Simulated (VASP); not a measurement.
# Ge (P4_32_12) in VASP: relaxation of cell and atoms with PBEsol

Aim: the relaxation of cell and atoms of Ge with PBEsol.

Program: VASP 6.6.1. These are calculated values, not measurements. Logs are shortened: lines on timing, memory, paths and dates and some standing lists are left out, and cuts for length are marked.

## 1. The crystal as given

Symmetry: P4_32_12, No. 96, tetragonal system. The conventional cell has a = 5.925 Å, b = 5.925 Å, c = 6.971 Å, α = 90.00°, β = 90.00°, γ = 90.00°. Ge (site symmetry 2) is surrounded by 4 Ge at 2.48 to 2.49 Å. Around Ge (site symmetry 1) lie 4 Ge at 2.48 to 2.51 Å.

This isn't the form of Ge at room conditions, which is diamond.

## 2. Relaxation of cell and atoms, PBEsol

INCAR reads:

```
SYSTEM = Ge
ALGO = Normal ; EDIFF = 1E-7
EDIFFG = -0.005 ; ENCUT = 600
GGA = PS ; IBRION = 2
ISIF = 3 ; ISMEAR = 0
KPAR = 4 ; LASPH = .TRUE.
LCHARG = .FALSE. ; LREAL = .FALSE.
LWAVE = .FALSE. ; NELM = 80
NSW = 90 ; PREC = Accurate
SIGMA = 0.03
```

KPOINTS reads:

```
k-points
0
G
  6 6 4
  0 0 0
```

POSCAR reads:

```
Ge                                      
1.0
    5.9246002295     -0.0000000000      0.0000000000
    0.0000000000      5.9246002295     -0.0000000000
   -0.0000000000      0.0000000000      6.9708583429
  Ge            
    12
Direct
     0.0886350884853472    0.0886350884853472    0.0000000000000000
     0.4113649115146529    0.5886350884853472    0.7500000000000000
     0.9113649115146528    0.9113649115146528    0.5000000000000000
     0.5886350884853472    0.4113649115146529    0.2500000000000000
     0.1718020595181602    0.3698566202484511    0.2563818224781991
     0.1301433797515488    0.6718020595181601    0.0063818224781994
     0.8281979404818399    0.6301433797515490    0.7563818224781994
     0.8698566202484510    0.3281979404818400    0.5063818224781993
     0.6718020595181601    0.1301433797515488    0.9936181775218007
     0.6301433797515490    0.8281979404818399    0.2436181775218008
     0.3281979404818400    0.8698566202484510    0.4936181775218008
     0.3698566202484511    0.1718020595181602    0.7436181775218006
```

Potentials or basis: VASP PAW PBE potentials, release 64 (Ge_d).

On the command line:

```bash
cat potpaw_PBE.64/Ge_d/POTCAR > POTCAR
mpirun -np 4 vasp_std > vasp.out
```

OUTCAR:

```text
SYSTEM = Ge
   EDIFF = 1E-7
   EDIFFG = -0.005
   ENCUT = 600
   GGA = PS
   IBRION = 2
   ISIF = 3
   ISMEAR = 0
   LASPH = .TRUE.
   LREAL = .FALSE.
   NELM = 80
   NSW = 90
   PREC = Accurate

 ion  position               nearest neighbor table
   1  0.089  0.089  0.000-   6 2.48   9 2.48   5 2.49  12 2.49
   2  0.411  0.589  0.750-   7 2.48  12 2.48  11 2.49   6 2.49
   3  0.911  0.911  0.500-   8 2.48  11 2.48  10 2.49   7 2.49
   4  0.589  0.411  0.250-   5 2.48  10 2.48   9 2.49   8 2.49
   5  0.172  0.370  0.256-   4 2.48   1 2.49   6 2.51   8 2.51
   6  0.130  0.672  0.006-   1 2.48   2 2.49   5 2.51   7 2.51
   7  0.828  0.630  0.756-   2 2.48   3 2.49   6 2.51   8 2.51
   8  0.870  0.328  0.506-   3 2.48   4 2.49   5 2.51   7 2.51
   9  0.672  0.130  0.994-   1 2.48   4 2.49  10 2.51  12 2.51
  10  0.630  0.828  0.244-   4 2.48   3 2.49   9 2.51  11 2.51
  11  0.328  0.870  0.494-   3 2.48   2 2.49  10 2.51  12 2.51
  12  0.370  0.172  0.744-   2 2.48   1 2.49   9 2.51  11 2.51

  LATTYP: Found a simple tetragonal cell.
 ALAT       =     5.9246002295
 C/A-ratio  =     1.1765955631

  Lattice vectors:

 A1 = (   5.9246002295,   0.0000000000,   0.0000000000)
 A2 = (   0.0000000000,   5.9246002295,   0.0000000000)
 A3 = (   0.0000000000,   0.0000000000,   6.9708583429)

Analysis of symmetry for initial positions (statically):
=====================================================================
 Subroutine PRICEL returns:
 Original cell was already a primitive cell.

 Routine SETGRP: Setting up the symmetry group for a
 simple tetragonal supercell.

 Subroutine GETGRP returns: Found  8 space group operations
 (whereof  2 operations were pure point group operations)
 out of a pool of 16 trial point group operations.

The static configuration has the point symmetry C_2 .
 The point group associated with its full space group is D_4 .

Analysis of symmetry for dynamics (positions and initial velocities):
=====================================================================
 Subroutine PRICEL returns:
 Original cell was already a primitive cell.

 Routine SETGRP: Setting up the symmetry group for a
 simple tetragonal supercell.

 Subroutine GETGRP returns: Found  8 space group operations
 (whereof  2 operations were pure point group operations)
 out of a pool of 16 trial point group operations.

The dynamic configuration has the point symmetry C_2 .
 The point group associated with its full space group is D_4 .

 Subroutine INISYM returns: Found  8 space group operations
 (whereof  2 operations are pure point group operations),
 and found     1 'primitive' translations

----------------------------------------------------------------------------------------

                                     Primitive cell

  volume of cell :     244.6833

  direct lattice vectors                    reciprocal lattice vectors
     5.924600230  0.000000000  0.000000000     0.168787760  0.000000000  0.000000000
     0.000000000  5.924600230  0.000000000     0.000000000  0.168787760  0.000000000
     0.000000000  0.000000000  6.970858343     0.000000000  0.000000000  0.143454357

  length of vectors
     5.924600230  5.924600230  6.970858343     0.168787760  0.168787760  0.143454357

  position of ions in fractional coordinates (direct lattice)
     0.088635088  0.088635088  0.000000000
     0.411364912  0.588635088  0.750000000
     0.911364912  0.911364912  0.500000000
     0.588635088  0.411364912  0.250000000
     0.171802060  0.369856620  0.256381822
     0.130143380  0.671802060  0.006381822
     0.828197940  0.630143380  0.756381822
     0.869856620  0.328197940  0.506381822
     0.671802060  0.130143380  0.993618178
     0.630143380  0.828197940  0.243618178
     0.328197940  0.869856620  0.493618178
     0.369856620  0.171802060  0.743618178

  ion indices of the primitive-cell ions
   primitive index   ion index
                 1           1
                 2           2
                 3           3
                 4           4
                 5           5
                 6           6
                 7           7
                 8           8
                 9           9
                10          10
                11          11
                12          12

----------------------------------------------------------------------------------------

 KPOINTS: k-points

Automatic generation of k-mesh.
 Grid dimensions read from file:
 generate k-points for:    6    6    4

 Generating k-lattice:

  Cartesian coordinates                     Fractional coordinates (reciprocal lattice)
     0.028131293  0.000000000  0.000000000     0.166666667  0.000000000  0.000000000
     0.000000000  0.028131293  0.000000000     0.000000000  0.166666667  0.000000000
     0.000000000  0.000000000  0.035863589     0.000000000  0.000000000  0.250000000

  Length of vectors
     0.028131293  0.028131293  0.035863589

  Shift w.r.t. Gamma in fractional coordinates (k-lattice)
     0.000000000  0.000000000  0.000000000

 Subroutine IBZKPT returns following result:
 ===========================================

 Found     30 irreducible k-points:

 Following reciprocal coordinates:
            Coordinates               Weight
  0.000000  0.000000  0.000000      1.000000
  0.166667  0.000000  0.000000      4.000000
  0.333333  0.000000  0.000000      4.000000
  0.500000  0.000000  0.000000      2.000000
  0.166667  0.166667  0.000000      4.000000
  0.333333  0.166667  0.000000      8.000000
[... 16 lines left out ...]
  0.333333  0.000000  0.500000      4.000000
  0.500000  0.000000  0.500000      2.000000
 [... further k-points ...]
   k-points           NKPTS =     30   k-points in BZ     NKDIM =     30   number of bands    NBANDS=    100
   number of dos      NEDOS =    301   number of ions     NIONS =     12
   total plane-waves  NPLWV = 129024
   dimension x,y,z NGX =    48 NGY =   48 NGZ =   56
   dimension x,y,z NGXF=    96 NGYF=   96 NGZF=  112
   ions per type =              12
   NGX,Y,Z   is equivalent  to a cutoff of  13.47, 13.47, 13.36 a.u.
   NGXF,Y,Z  is equivalent  to a cutoff of  26.94, 26.94, 26.71 a.u.
 SYSTEM =  Ge
   PREC   = accura    normal or accurate (medium, high low for compatibility)
   ISTART =      0    job   : 0-new  1-cont  2-samecut
   ICHARG =      2    charge: 1-file 2-atom 10-const
   ISPIN  =      1    spin polarized calculation?
   LNONCOLLINEAR =      F non collinear calculations
   LSORBIT =      F    spin-orbit coupling
   LASPH  =      T    aspherical Exc in radial PAW
   ENCUT  =  600.0 eV  44.10 Ry    6.64 a.u.  11.83 11.83 13.92*2*pi/ulx,y,z
   NELM   =     80;   NELMIN=  2; NELMDL= -5     # of ELM steps
   EDIFF  = 0.1E-06   stopping-criterion for ELM
   LREAL  =      F    real-space projection
   EDIFFG = -.5E-02   stopping-criterion for IOM
   NSW    =     90    number of steps for IOM
   IBRION =      2    ionic relax: 0-MD 1-quasi-New 2-CG
   NFREE  =      1    steps in history (QN), initial steepest desc. (CG)
   ISIF   =      3    stress and relaxation
   ISYM   =      2    0-nonsym 1-usesym 2-fastsym
   POTIM  = 0.5000    time-step for ionic-motion
   TEBEG  =    0.0;   TEEND  =   0.0 temperature during run
   PSTRESS=    0.0 pullay stress
   NELECT =     168.0000    total number of electrons
   NUPDOWN=      -1.0000    fix difference up-down
   EMIN   =  10.00;   EMAX   =-10.00  energy-range for DOS
   EFERMI =   0.00;   METHOD = LEGACY
   ISMEAR =     0;   SIGMA  =   0.03  broadening in eV -4-tet -1-fermi 0-gaus
   EFERMI_NEDOS =   21; number of points for ismear=-14 and -15
   IALGO  =     38    algorithm
   IMIX   =      4    mixing-type and parameters
     AMIX     =   0.40;   BMIX     =  1.00
     AMIX_MAG =   1.60;   BMIX_MAG =  1.00
  volume/ion in A,a.u.               =      20.39       137.60
  Fermi-wavevector in a.u.,A,eV,Ry     =   1.444253  2.729242 28.379921  2.085865
  Thomas-Fermi vector in A             =   2.562568
   LORBIT       =      0    0 simple, 1 ext, 2 COOP (PROOUT), +10 PAW based schemes
   GGA     = PS    functional components
   LHFCALC =     F    Hartree Fock is set to
   AEXX    =    0.0000 exact exchange contribution
   IVDW    =     0    specifies the selected vdW correction
   LEPSILON=     F    determine dielectric tensor
   LRPA    =     F    only Hartree local field effects (RPA)
 conjugate gradient relaxation of ions
 non-spin polarized calculation
 Gauss-broadening in eV      SIGMA  =   0.03
  energy-cutoff  :      600.00
  volume of cell :      244.68
 maximum number of plane-waves:      8196
 NGX is ok and might be reduce to    48
   NGX = 23   NGY = 23   NGZ = 27

--------------------------------------- Ionic step        1  -------------------------------------------

 number of electron     167.9999922 magnetization

 Free energy of the ion-electron system (eV)
  ---------------------------------------------------
  ext. energy  EPLUGINS =         0.00000000
  ---------------------------------------------------
  free energy    TOTEN  =       -57.90867767 eV

  energy without entropy =      -57.90867767  energy(sigma->0) =      -57.90867767

------------------------ aborting loop because EDIFF is reached ----------------------------------------

  FORCE on cell =-STRESS in cart. coord.  units (eV):
  Direction    XX          YY          ZZ          XY          YZ          ZX
  --------------------------------------------------------------------------------------
  -------------------------------------------------------------------------------------
  Total        0.0349811      0.0349811      0.0484374      0.0000000     -0.0000000      0.0000000
  in kB        0.2290550      0.2290550      0.3171666      0.0000000     -0.0000000      0.0000000
  external PRESSURE =       0.2584256 kB  Pullay stress =       0.0000000 kB
[... 215 lines left out ...]
  energy  without entropy=      -57.9087080132  energy(sigma->0) =      -57.90870801

--------------------------------------- Ionic step        6  -------------------------------------------

 number of electron     167.9999924 magnetization

 Free energy of the ion-electron system (eV)
  ---------------------------------------------------
  ext. energy  EPLUGINS =         0.00000000
  ---------------------------------------------------
  free energy    TOTEN  =       -57.90870903 eV

  energy without entropy =      -57.90870903  energy(sigma->0) =      -57.90870903

 E-fermi :   5.3885     XC(G=0): -10.8339

 val. band max:        5.2336412312   @ k =   0.3333   0.3333   0.0000
 cond. band min:       5.6905247162   @ k =   0.3333   0.3333   0.0000
 fundamental gap:      0.4568834850
 Fermi energy:         5.3885109616

 k-point     1 :       0.0000    0.0000    0.0000
  band No.  band energies     occupation
      1     -19.0651      2.00000
      2     -19.0377      2.00000
      3     -19.0377      2.00000
      4     -19.0194      2.00000
      5     -19.0194      2.00000
      6     -19.0187      2.00000
[... 2365 lines left out ...]
     95       9.6262      0.00000
     96       9.6262      0.00000

 [... further k-points ...]

 [bands above 96 left out]

------------------------ aborting loop because EDIFF is reached ----------------------------------------

  FORCE on cell =-STRESS in cart. coord.  units (eV):
  Direction    XX          YY          ZZ          XY          YZ          ZX
  --------------------------------------------------------------------------------------
  -------------------------------------------------------------------------------------
  Total       -0.0550603     -0.0550603     -0.0087309      0.0000000     -0.0000000      0.0000000
  in kB       -0.3603306     -0.3603306     -0.0571378      0.0000000     -0.0000000      0.0000000
  external PRESSURE =      -0.2592663 kB  Pullay stress =       0.0000000 kB
[... 27 lines left out ...]
  FREE ENERGIE OF THE ION-ELECTRON SYSTEM (eV)
  ---------------------------------------------------
  free  energy   TOTEN  =       -57.9087090271 eV

  energy  without entropy=      -57.9087090271  energy(sigma->0) =      -57.90870903

 reached required accuracy - stopping structural energy minimisation
```

It took 13 min on 4 MPI ranks of Intel Xeon 6975P-C (Granite Rapids), shared host; peak memory 0.75 GiB.

Results:

```
Free energy                            : -57.9087 eV
Relaxed volume                         : 20.40 Å³/atom
Relaxed cell                           : a = 5.926 Å, b = 5.926 Å, c = 6.972 Å, α = 90.00°, β = 90.00°, γ = 90.00°
Space group after relaxing (to 0.05 Å) : P4_32_12 (No. 96)
Energy gained by relaxing              : 0.0 meV/atom
Ionic steps                            : 6
Pressure after relaxing                : 0.0 GPa
Band gap on the k mesh                 : 0.46 eV, direct
```

Forces on the atoms (eV/Å):
```
Ge   0.001  0.001  0.000
Ge  -0.001  0.001  0.000
Ge  -0.001 -0.001  0.000
Ge   0.001 -0.001  0.000
Ge   0.000 -0.003  0.001
Ge   0.003  0.000  0.001
Ge   0.000  0.003  0.001
Ge  -0.003  0.000  0.001
Ge   0.000  0.003 -0.001
Ge   0.003  0.000 -0.001
Ge   0.000 -0.003 -0.001
Ge  -0.003  0.000 -0.001
```

Final structure:
```cif
data_structure
_symmetry_space_group_name_H-M 'P 1'
_symmetry_Int_Tables_number 1
_cell_length_a 5.9256
_cell_length_b 5.9256
_cell_length_c 6.9725
_cell_angle_alpha 90.000
_cell_angle_beta 90.000
_cell_angle_gamma 90.000
_cell_volume 244.82
loop_
_atom_site_label
_atom_site_type_symbol
_atom_site_fract_x
_atom_site_fract_y
_atom_site_fract_z
_atom_site_occupancy
Ge1 Ge 0.08869 0.08869 0.00000 1
Ge2 Ge 0.41131 0.58869 0.75000 1
Ge3 Ge 0.91131 0.91131 0.50000 1
Ge4 Ge 0.58869 0.41131 0.25000 1
Ge5 Ge 0.17175 0.36982 0.25639 1
Ge6 Ge 0.13018 0.67175 0.00639 1
Ge7 Ge 0.82825 0.63018 0.75639 1
Ge8 Ge 0.86982 0.32825 0.50639 1
Ge9 Ge 0.67175 0.13018 0.99361 1
Ge10 Ge 0.63018 0.82825 0.24361 1
Ge11 Ge 0.32825 0.86982 0.49361 1
Ge12 Ge 0.36982 0.17175 0.74361 1
```

Levels at points of the mesh, in eV from the valence-band top:
```tsv
k point	band 80	band 81	band 82	band 83	band 84	band 85	band 86	band 87	band 88	band 89
(0.00, 0.00, 0.00)	-1.75	-1.06	-1.00	-1.00	-0.23	1.39	1.65	1.65	2.49	3.27
(0.50, 0.00, 0.00)	-1.83	-0.58	-0.58	-0.09	-0.09	1.18	1.18	2.22	2.22	2.52
(0.50, 0.50, 0.00)	-1.11	-0.34	-0.34	-0.08	-0.08	1.16	1.16	1.57	1.57	1.84
(0.00, 0.00, 0.50)	-1.95	-1.20	-1.20	-0.75	-0.75	0.77	0.77	1.46	1.46	3.46
(0.50, 0.00, 0.50)	-1.03	-0.82	-0.82	-0.55	-0.55	0.72	0.72	1.26	1.26	2.50
(0.50, 0.50, 0.50)	-1.42	-1.02	-1.02	-1.02	-1.02	1.18	1.18	1.18	1.18	1.92
```

Caveat: the PAW data sets were made with another functional, which shifts forces and pressure a little. A k mesh can miss the band edges.
